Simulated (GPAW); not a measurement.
# GaN (P6_3mc) in GPAW: settings compared

One crystal, GaN, is run at these levels: PBE, revPBE+D3(BJ), r2SCAN; tasks: single point, relaxation of cell and atoms.

Program: GPAW 26.7.0. These are calculated values, not measurements. Logs are shortened: lines on timing, memory, paths and dates and some standing lists are left out, and cuts for length are marked. The log counts tension as positive stress, the text compression.

**Measured values to compare with.**

“Studying electronic properties in GaN without electrical contacts using γ-γ vs e−-γ Perturbed Angular Correlations”, 2019, pmc:6823545 quotes, for a bulk crystal of GaN: band gap 3.503 ± 0.005 eV (direct).

How close the calculation comes is told below.

## (1) Starting point

Symmetry: P6_3mc, No. 186, hexagonal system. The conventional cell has a = 3.180 Å, b = 3.180 Å, c = 5.166 Å, α = 90.00°, β = 90.00°, γ = 120.00°. Ga (site symmetry 3m) has 4 N at 1.94 to 1.95 Å as nearest neighbours. N (site symmetry 3m) is surrounded by 4 Ga at 1.94 to 1.95 Å.

## (2) Single point, PBE

The input, run.py:

```python
from ase.dft.bandgap import bandgap
from ase.io import read, write
from ase.units import GPa
from gpaw import GPAW, PW

atoms = read('POSCAR')

calc = GPAW(mode=PW(550),
            xc='PBE',
            kpts={'size': (8, 8, 4), 'gamma': True},
            occupations={'name': 'fermi-dirac', 'width': 0.05},
            nbands=18,
            convergence={'density': 1e-05, 'energy': 1e-05},
            maxiter=80,
            txt='gpaw.txt')
atoms.calc = calc
energy = atoms.get_potential_energy()
forces = atoms.get_forces()
stress = atoms.get_stress()
calc.write('gs.gpw')
write('result.traj', atoms)
print(f'Energy: {energy:.6f} eV')
print('Forces (eV/A):')
print(forces.round(4))
print('Stress (GPa):', (stress / GPa).round(3))
print('Fermi level:', round(calc.get_fermi_level(), 4), 'eV')
print(f'Gap: {bandgap(calc)[0]:.4f} eV, direct: {bandgap(calc, direct=True)[0]:.4f} eV')
```

The input, POSCAR:

```
GaN
1.0
    3.1800000000      0.0000000000      0.0000000000
   -1.5900000000      2.7539607840      0.0000000000
    0.0000000000      0.0000000000      5.1660000000
Ga N
2 2
Direct
    0.6666666667      0.3333333333      0.5000000000
    0.3333333333      0.6666666667      0.0000000000
    0.6666666667      0.3333333333      0.8750000000
    0.3333333333      0.6666666667      0.3750000000
```

Potentials or basis: GPAW PAW data sets (gpaw-data 1.2.1), pw.

Command:

```bash
$ OMP_NUM_THREADS=1 python run.py
```

gpaw.txt:

```text
__  _  _
 | _ |_)|_||  |
 |__||  | ||/\| - 26.7.0

Input parameters:
  mode=PW(ecut=550.0),
  convergence={'density': 1e-05, 'energy': 1e-05},
  kpts=MonkhorstPack(size=(8, 8, 4), gamma=True),
  maxiter=80,
  nbands=18,
  occupations=Occupations(name='fermi-dirac', width=0.05),
  xc=XC(name='PBE')

Diagonalizing LCAO Hamiltonian
Converting LCAO to pw mode

           N

           Ga
        N

        Ga

Atoms  # Å, Bohr magnetons
|   | symbol |         x |        y |        z |    initial magnetic moments |
|---|--------|-----------|----------|----------|-----------------------------|
| 0 |     Ga |  1.590000 | 0.917987 | 2.583000 | ( 0.0000,  0.0000,  0.0000) |
| 1 |     Ga | -0.000000 | 1.835974 | 0.000000 | ( 0.0000,  0.0000,  0.0000) |
| 2 |      N |  1.590000 | 0.917987 | 4.520250 | ( 0.0000,  0.0000,  0.0000) |
| 3 |      N | -0.000000 | 1.835974 | 1.937250 | ( 0.0000,  0.0000,  0.0000) |

Unit cell  # Å
| periodic |         x |        y |        z |  lengths |     angles |
|----------|-----------|----------|----------|----------|------------|
|      yes |  3.180000 | 0.000000 | 0.000000 | 3.180000 |  90.000000 |
|      yes | -1.590000 | 2.753961 | 0.000000 | 3.180000 |  90.000000 |
|      yes |  0.000000 | 0.000000 | 5.166000 | 5.166000 | 120.000000 |

Number of symmetries: 6
Symmetry operations  # r_c * U_cc + t_c -> r_c
|   | kind |            matrix            |
|---|------|------------------------------|
| 0 |  σ   |  1, 1, 0,  0,-1, 0,  0, 0, 1 |
| 1 |  E   |  1, 0, 0,  0, 1, 0,  0, 0, 1 |
| 2 |  C3  |  0, 1, 0, -1,-1, 0,  0, 0, 1 |
| 3 |  σ   |  0,-1, 0, -1, 0, 0,  0, 0, 1 |
| 4 |  σ   | -1, 0, 0,  1, 1, 0,  0, 0, 1 |
| 5 |  C3  | -1,-1, 0,  1, 0, 0,  0, 0, 1 |

BZ-sampling:
  Number of BZ points: 256
  Number of IBZ points: 35

  Monkhorst-Pack size: [8, 8, 4]
  Monkhorst-Pack shift: [0.0625, 0.0625, 0.125]

K-points  # in reciprocal-cell coordinates
|     |                                coordinates |     weight |
|-----|--------------------------------------------|------------|
|   0 | (  0.00000000,   0.00000000,   0.00000000) | 0.00390625 |
|   1 | (  0.00000000,   0.00000000,   0.25000000) | 0.00781250 |
|   2 | (  0.00000000,   0.00000000,   0.50000000) | 0.00390625 |
|   3 | (  0.12500000,   0.00000000,  -0.25000000) | 0.02343750 |
|   4 | (  0.12500000,   0.00000000,   0.00000000) | 0.02343750 |
|   5 | (  0.12500000,   0.00000000,   0.25000000) | 0.02343750 |
|   6 | (  0.12500000,   0.00000000,   0.50000000) | 0.02343750 |
|   7 | (  0.25000000,  -0.12500000,   0.00000000) | 0.02343750 |
|   8 | (  0.25000000,  -0.12500000,   0.25000000) | 0.04687500 |
|   9 | (  0.25000000,  -0.12500000,   0.50000000) | 0.02343750 |
| ... |                                            |            |
|  34 | (  0.50000000,   0.50000000,   0.50000000) | 0.01171875 |

Plane wave coefficients: 1344
Cutoff: 550.0 eV

Spin-components: 1 (collinear spins)
Bands:           18
Projectors:      20
Spin-degeneracy: 2
Datatype:        complex128

Density:
  Valence electrons: 16.0
  Components: 1
  Grid points: [18 18 28]
  Charge: 0.0  # |e|

Potential:
  Grid points: [18 18 28]

species:
  Ga:
    name:    Gallium
    Z:       31.0
    valence: 3
    core:    28
    charge:  0.0  # [|e|]
    compensation charges:
      type: gauss
      rc: 0.37  # [Å]
      lmax: 2
    cutoffs:
      filter: 2.06  # [Å]
      core: 4.17  # [Å]
    projectors
    | kind |    occ | energy [eV] | rcut [Å] |
    |------|--------|-------------|----------|
    |   4s |  2.000 |      -8.945 |    1.164 |
    |   4p |  1.000 |      -2.580 |    1.164 |
    |    s |        |      18.266 |    1.164 |
    |    p |        |      24.631 |    1.164 |
    |    d |        |       0.000 |    1.164 |

    Using partial waves for Ga as LCAO basis

  N:
    name:    Nitrogen
    Z:       7.0
    valence: 5
    core:    2
    charge:  0.0  # [|e|]
    compensation charges:
      type: gauss
      rc: 0.18  # [Å]
      lmax: 2
    cutoffs:
      filter: 1.11  # [Å]
      core: 0.96  # [Å]
    projectors
    | kind |    occ | energy [eV] | rcut [Å] |
    |------|--------|-------------|----------|
    |   2s |  2.000 |     -18.583 |    0.603 |
    |   2p |  3.000 |      -7.089 |    0.529 |
    |    s |        |       8.629 |    0.603 |
    |    p |        |      20.123 |    0.529 |
    |    d |        |       0.000 |    0.577 |

    Using partial waves for N as LCAO basis

Reference energy: -108732.786066  # eV

eigensolver:
  PPCG
  Converge bands: occupied
  niter=2

density mixing:
  MSR1-Mixer
  Pratt-step length: 0.05
  Maximum mixing coefficient: 0.75
  Old densities: 10
  SVD Regularization: 0.005
  Good broyden scale: 1.0
  Trust region scale: 1.0
  Backstep threshold: 4.0
  History deletion threshold: 6.0
  Fourier metric: weight=20.0, sigma=0.015

occupation numbers:
  Fermi-Dirac:
    width: 0.0500  # eV

poisson solver:
  ecut: 4400.0  # eV

xc functional:
  name: PBE with 2 nearest neighbor stencil

convergence criteria:
- Maximum integral of absolute [dens]ity change: 1e-05 electrons / valence electron
- Maximum [total energy] change in last 3 cyles: 1e-05 eV / valence electron
- Maximum integral of absolute [eigenst]ate change: 4e-08 eV^2 / valence electron
maximum number of iterations: 80

SCF iterations
|iter     | |      energy | eigst |  dens |
|---------|-|-------------|-------|-------|
|iter:   1| |  -26.976112 | -0.32 |       |
|iter:   2| |  -26.050862 | -1.88 | -0.57 |
|iter:   3| |  -23.506266 | -0.55 | -0.62 |
|iter:   4| |  -23.502220 | -2.99 | -1.31 |
|iter:   5| |  -23.502810 | -3.49 | -1.58 |
|iter:   6| |  -23.502841 | -5.41 | -2.87 |
|iter:   7| |  -23.502863c| -6.19 | -3.19 |
|iter:   8| |  -23.502863c| -7.37 | -4.12 |
|iter:   9| |  -23.502863c| -7.50c| -4.49 |
|iter:  10| |  -23.502863c| -8.07c| -4.98 |
|iter:  11| |  -23.502863c| -9.24c| -5.69c|

Converged in 11 steps
Energy contributions relative to reference atoms: (reference = -108732.786066)

Energy contributions:
  Kinetic:          67.782333
  Coulomb:         -58.321273
  Zero:              0.055913
  External:          0.000000
  Xc:              -33.019836
  Entropy:          -0.000000
  Spinorbit:         0.000000
  ----------------------------
  Free energy:     -23.502863
  Extrapolated:    -23.502863

dipole moment: (-0.000022, -0.000040, -11.573284)  # |e|*Ang

Fermi level: 7.513
Eigenvalues  # (at kpt = [0.000, 0.000, 0.000])
| band index |      eig [eV] | occ [0-2] |
|------------|---------------|-----------|
|          0 |        -9.471 |     2.000 |
|          1 |        -7.098 |     2.000 |
|          2 |        -0.528 |     2.000 |
|          3 |         5.533 |     2.000 |
|          4 |         5.533 |     2.000 |
|          5 |         6.513 |     2.000 |
|          6 |         6.584 |     2.000 |
|          7 |         6.585 |     2.000 |
|          8 |         8.606 |     0.000 |
|          9 |        10.957 |     0.000 |
|         10 |        15.945 |     0.000 |
|         11 |        16.574 |     0.000 |
|         12 |        16.574 |     0.000 |
|         13 |        17.514 |     0.000 |
|         14 |        18.424 |     0.000 |
|         15 |        18.424 |     0.000 |
|        ... |               |           |
|         17 |        21.836 |     0.000 |

Gap: 2.021 eV
Transition (v -> c):
  (s=0, k=0, n=7, [0.00, 0.00, 0.00]) -> (s=0, k=0, n=8, [0.00, 0.00, 0.00])
No difference between direct/indirect transitions

Forces  # eV/Ang
|        x |       y |        z |
|----------|---------|----------|
|  0.00000 | 0.00000 | -0.18314 |  # Ga   0
|  0.00000 | 0.00000 | -0.18313 |  # Ga   1
|  0.00000 | 0.00000 |  0.18459 |  # N    2
| -0.00000 | 0.00000 |  0.18462 |  # N    3

Stress tensor  # eV/Ang^3
|         x |         y |         z |
|-----------|-----------|-----------|
| -0.030372 | -0.000000 |  0.000000 |
| -0.000000 | -0.030372 |  0.000000 |
|  0.000000 |  0.000000 | -0.044432 |

# Writing to gs.gpw (mode='')
```

It took 20 s on 1 thread of Arm Neoverse V1, shared host; peak memory 0.15 GiB.

The run converged, but some of its settings lie outside the range that counts as converged, so its numbers aren't taken as properties of the crystal.

What came out:

```yaml
Free_energy: -23.5029 eV
Pressure: 5.6 GPa
Largest_force: 0.185 eV/Å
Band_gap_on_the_k_mesh: 2.02 eV, direct
```

Caveat: the cutoff is short for stress and forces, so pressures can be off by a GPa or more.

## (3) Single point, PBE

Changes to run.py since step 2:

```diff
@@ -5,7 +5,7 @@
 
-atoms = read('POSCAR')
+atoms = read('GaN.cif')
 
-calc = GPAW(mode=PW(550),
+calc = GPAW(mode=PW(700),
             xc='PBE',
-            kpts={'size': (8, 8, 4), 'gamma': True},
+            kpts={'size': (7, 7, 4), 'gamma': True},
             occupations={'name': 'fermi-dirac', 'width': 0.05},
@@ -13,3 +13,3 @@
             convergence={'density': 1e-05, 'energy': 1e-05},
-            maxiter=80,
+            maxiter=60,
             txt='gpaw.txt')
```

The input, GaN.cif:

```cif
data_GaN
_cell_length_a 3.18000000
_cell_length_b 3.18000000
_cell_length_c 5.16600000
_cell_angle_alpha 90.00000000
_cell_angle_beta 90.00000000
_cell_angle_gamma 120.00000000
_space_group_name_H-M_alt 'P6_3mc'
_space_group_name_Hall 'P 6c -2c'
_space_group_IT_number 186
loop_
_space_group_symop_operation_xyz
'x,y,z'
'x-y,x,z+1/2'
'-y,x-y,z'
'-x,-y,z+1/2'
'-x+y,-x,z'
'y,-x+y,z+1/2'
'y,x,z+1/2'
'x,x-y,z'
'x-y,-y,z+1/2'
'-y,-x,z'
'-x,-x+y,z+1/2'
'-x+y,y,z'
loop_
_atom_site_label
_atom_site_type_symbol
_atom_site_symmetry_multiplicity
_atom_site_Wyckoff_symbol
_atom_site_fract_x
_atom_site_fract_y
_atom_site_fract_z
_atom_site_occupancy
Ga1 Ga 2 b 0.6666666667 0.3333333333 0.5000000000 1
N1 N 2 b 0.6666666667 0.3333333333 0.8750000000 1
```

Potentials or basis: GPAW PAW data sets (gpaw-data 1.2.1), pw.

Command:

```bash
$ OMP_NUM_THREADS=1 python run.py
```

gpaw.txt:

```text
__  _  _
 | _ |_)|_||  |
 |__||  | ||/\| - 26.7.0

Input parameters:
  mode=PW(ecut=700.0),
  convergence={'density': 1e-05, 'energy': 1e-05},
  kpts=MonkhorstPack(size=(7, 7, 4), gamma=True),
  maxiter=60,
  nbands=18,
  occupations=Occupations(name='fermi-dirac', width=0.05),
  xc=XC(name='PBE')

Diagonalizing LCAO Hamiltonian
Converting LCAO to pw mode

           N

           Ga
        N

        Ga

Atoms  # Å, Bohr magnetons
|   | symbol |        x |        y |        z |    initial magnetic moments |
|---|--------|----------|----------|----------|-----------------------------|
| 0 |     Ga | 1.590000 | 0.917987 | 2.583000 | ( 0.0000,  0.0000,  0.0000) |
| 1 |     Ga | 0.000000 | 1.835974 | 0.000000 | ( 0.0000,  0.0000,  0.0000) |
| 2 |      N | 1.590000 | 0.917987 | 4.520250 | ( 0.0000,  0.0000,  0.0000) |
| 3 |      N | 0.000000 | 1.835974 | 1.937250 | ( 0.0000,  0.0000,  0.0000) |

Unit cell  # Å
| periodic |         x |        y |        z |  lengths |     angles |
|----------|-----------|----------|----------|----------|------------|
|      yes |  3.180000 | 0.000000 | 0.000000 | 3.180000 |  90.000000 |
|      yes | -1.590000 | 2.753961 | 0.000000 | 3.180000 |  90.000000 |
|      yes |  0.000000 | 0.000000 | 5.166000 | 5.166000 | 120.000000 |

Number of symmetries: 6
Symmetry operations  # r_c * U_cc + t_c -> r_c
|   | kind |            matrix            |
|---|------|------------------------------|
| 0 |  σ   |  1, 1, 0,  0,-1, 0,  0, 0, 1 |
| 1 |  E   |  1, 0, 0,  0, 1, 0,  0, 0, 1 |
| 2 |  C3  |  0, 1, 0, -1,-1, 0,  0, 0, 1 |
| 3 |  σ   |  0,-1, 0, -1, 0, 0,  0, 0, 1 |
| 4 |  σ   | -1, 0, 0,  1, 1, 0,  0, 0, 1 |
| 5 |  C3  | -1,-1, 0,  1, 0, 0,  0, 0, 1 |

BZ-sampling:
  Number of BZ points: 196
  Number of IBZ points: 28

  Monkhorst-Pack size: [7, 7, 4]
  Monkhorst-Pack shift: [0.0, 0.0, 0.125]

K-points  # in reciprocal-cell coordinates
|     |                                coordinates |     weight |
|-----|--------------------------------------------|------------|
|   0 | (  0.00000000,   0.00000000,   0.00000000) | 0.00510204 |
|   1 | (  0.00000000,   0.00000000,   0.25000000) | 0.01020408 |
|   2 | (  0.00000000,   0.00000000,   0.50000000) | 0.00510204 |
|   3 | (  0.14285714,   0.00000000,  -0.25000000) | 0.03061224 |
|   4 | (  0.14285714,   0.00000000,   0.00000000) | 0.03061224 |
|   5 | (  0.14285714,   0.00000000,   0.25000000) | 0.03061224 |
|   6 | (  0.14285714,   0.00000000,   0.50000000) | 0.03061224 |
|   7 | (  0.28571429,  -0.14285714,   0.00000000) | 0.03061224 |
|   8 | (  0.28571429,  -0.14285714,   0.25000000) | 0.06122449 |
|   9 | (  0.28571429,  -0.14285714,   0.50000000) | 0.03061224 |
| ... |                                            |            |
|  27 | (  0.42857143,   0.42857143,   0.50000000) | 0.03061224 |

Plane wave coefficients: 1915
Cutoff: 700.0 eV

Spin-components: 1 (collinear spins)
Bands:           18
Projectors:      20
Spin-degeneracy: 2
Datatype:        complex128

Parallelization:
  kpt:    1
  domain: 1
  band:   1

Density:
  Valence electrons: 16.0
  Components: 1
  Grid points: [20 20 32]
  Charge: 0.0  # |e|

Potential:
  Grid points: [20 20 32]

species:
  Ga:
    name:    Gallium
    Z:       31.0
    valence: 3
    core:    28
    charge:  0.0  # [|e|]
    compensation charges:
      type: gauss
      rc: 0.37  # [Å]
      lmax: 2
    cutoffs:
      filter: 2.06  # [Å]
      core: 4.17  # [Å]
    projectors
    | kind |    occ | energy [eV] | rcut [Å] |
    |------|--------|-------------|----------|
    |   4s |  2.000 |      -8.945 |    1.164 |
    |   4p |  1.000 |      -2.580 |    1.164 |
    |    s |        |      18.266 |    1.164 |
    |    p |        |      24.631 |    1.164 |
    |    d |        |       0.000 |    1.164 |

    Using partial waves for Ga as LCAO basis

  N:
    name:    Nitrogen
    Z:       7.0
    valence: 5
    core:    2
    charge:  0.0  # [|e|]
    compensation charges:
      type: gauss
      rc: 0.18  # [Å]
      lmax: 2
    cutoffs:
      filter: 1.11  # [Å]
      core: 0.96  # [Å]
    projectors
    | kind |    occ | energy [eV] | rcut [Å] |
    |------|--------|-------------|----------|
    |   2s |  2.000 |     -18.583 |    0.603 |
    |   2p |  3.000 |      -7.089 |    0.529 |
    |    s |        |       8.629 |    0.603 |
    |    p |        |      20.123 |    0.529 |
    |    d |        |       0.000 |    0.577 |

    Using partial waves for N as LCAO basis

Reference energy: -108732.786066  # eV

eigensolver:
  PPCG
  Converge bands: occupied
  niter=2

density mixing:
  MSR1-Mixer
  Pratt-step length: 0.05
  Maximum mixing coefficient: 0.75
  Old densities: 10
  SVD Regularization: 0.005
  Good broyden scale: 1.0
  Trust region scale: 1.0
  Backstep threshold: 4.0
  History deletion threshold: 6.0
  Fourier metric: weight=20.0, sigma=0.015

occupation numbers:
  Fermi-Dirac:
    width: 0.0500  # eV

poisson solver:
  ecut: 5600.0  # eV

xc functional:
  name: PBE with 2 nearest neighbor stencil

convergence criteria:
- Maximum integral of absolute [dens]ity change: 1e-05 electrons / valence electron
- Maximum [total energy] change in last 3 cyles: 1e-05 eV / valence electron
- Maximum integral of absolute [eigenst]ate change: 4e-08 eV^2 / valence electron
maximum number of iterations: 60

SCF iterations
|iter     | |      energy | eigst |  dens |
|---------|-|-------------|-------|-------|
|iter:   1| |  -27.724778 | -0.25 |       |
|iter:   2| |  -26.742216 | -1.85 | -0.57 |
|iter:   3| |  -24.071435 | -0.53 | -0.62 |
|iter:   4| |  -24.070095 | -2.91 | -1.29 |
|iter:   5| |  -24.071676 | -3.47 | -1.56 |
|iter:   6| |  -24.071699 | -5.46 | -2.88 |
|iter:   7| |  -24.071719c| -6.16 | -3.20 |
|iter:   8| |  -24.071718c| -7.15 | -3.98 |
|iter:   9| |  -24.071718c| -7.55c| -4.43 |
|iter:  10| |  -24.071718c| -8.04c| -4.89 |
|iter:  11| |  -24.071718c| -9.24c| -5.72c|

Converged in 11 steps
Energy contributions relative to reference atoms: (reference = -108732.786066)

Energy contributions:
  Kinetic:          71.105031
  Coulomb:         -62.141051
  Zero:              0.223609
  External:          0.000000
  Xc:              -33.259307
  Entropy:          -0.000000
  Spinorbit:         0.000000
  ----------------------------
  Free energy:     -24.071718
  Extrapolated:    -24.071718

dipole moment: (-0.000023, -0.000040, -11.596275)  # |e|*Ang

Fermi level: 7.513
Eigenvalues  # (at kpt = [0.000, 0.000, 0.000])
| band index |      eig [eV] | occ [0-2] |
|------------|---------------|-----------|
|          0 |        -9.437 |     2.000 |
|          1 |        -7.051 |     2.000 |
|          2 |        -0.532 |     2.000 |
|          3 |         5.506 |     2.000 |
|          4 |         5.506 |     2.000 |
|          5 |         6.505 |     2.000 |
[... 8 lines left out ...]
|         14 |        18.413 |     0.000 |
|         15 |        18.413 |     0.000 |
|        ... |               |           |
|         17 |        21.832 |     0.000 |

Gap: 2.079 eV
Transition (v -> c):
  (s=0, k=0, n=7, [0.00, 0.00, 0.00]) -> (s=0, k=0, n=8, [0.00, 0.00, 0.00])
No difference between direct/indirect transitions

Forces  # eV/Ang
|        x |       y |        z |
|----------|---------|----------|
| -0.00000 | 0.00000 | -0.18120 |  # Ga   0
|  0.00000 | 0.00000 | -0.18119 |  # Ga   1
|  0.00000 | 0.00000 |  0.18028 |  # N    2
|  0.00000 | 0.00000 |  0.18025 |  # N    3

Stress tensor  # eV/Ang^3
|         x |         y |         z |
|-----------|-----------|-----------|
| -0.081276 |  0.000000 |  0.000000 |
|  0.000000 | -0.081276 |  0.000000 |
|  0.000000 |  0.000000 | -0.095269 |

# Writing to gs.gpw (mode='')
```

It took 15 s on 1 thread of Arm Neoverse V1, shared host; peak memory 0.16 GiB.

What came out:

```yaml
Free_energy: -24.0717 eV
Pressure: 13.8 GPa
Largest_force: 0.181 eV/Å
Band_gap_on_the_k_mesh: 2.08 eV, direct
```

Forces in eV/Å, atoms in the order of the input:
```
Ga   0.000  0.000 -0.181
Ga   0.000  0.000 -0.181
N    0.000  0.000  0.180
N    0.000  0.000  0.180
```

Levels at points of the mesh, in eV from the valence-band top:
```tsv
k point	band 4	band 5	band 6	band 7	band 8	band 9	band 10	band 11	band 12	band 13
(0.00, 0.00, 0.00)	-1.05	-1.05	-0.06	0.00	0.00	2.08	4.41	9.36	10.01	10.01
(0.00, 0.00, 0.50)	-3.97	-0.54	-0.54	-0.54	-0.54	4.40	4.40	8.65	8.65	10.52
```

Caveat: the cutoff is short for stress and forces, so pressures can be off by a GPa or more.

(Part 1 of 2 ends here.)
